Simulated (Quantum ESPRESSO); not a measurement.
The system is HgTe (Coloradoite).

```
Hg Te
1.0
     0.00000    3.21450    3.21450
     3.21450    0.00000    3.21450
     3.21450    3.21450    0.00000
Hg Te
1 1
Direct
  0.00000 0.00000 0.00000
  0.75000 0.75000 0.75000
```

Base run:

```yaml
Program: Quantum ESPRESSO 7.5
Functional: vdW-DF-cx
Potentials_or_basis: PseudoDojo 0.4.1 SR PBE standard
Cutoff: 1088 eV
Density_cutoff: 4354 eV
k_mesh: 7 × 7 × 7
Occupations: fermi-dirac, width 0.05 eV
Spin: no spin polarisation
```

Its results: band gap on the k mesh none (metal or under the smearing width); pressure 2.3 GPa.

**Question.** After a change of settings the same cell gave: band gap on the k mesh none (metal or under the smearing width); pressure 7.9 GPa. Which change was it?
A. functional from vdW-DF-cx to PBE; potentials or basis from PseudoDojo 0.4.1 SR PBE standard to SG15 PBE 1.2; cutoff from 1088 eV to 952 eV; density cutoff from 4354 eV to 3810 eV
B. functional from vdW-DF-cx to optB88-vdW
C. functional from vdW-DF-cx to revPBE
D. functional from vdW-DF-cx to BLYP

**Answer.** D.

Caveats: the potentials were made for another functional, which shifts forces and pressure.

Not every run made on this cell is shown here.
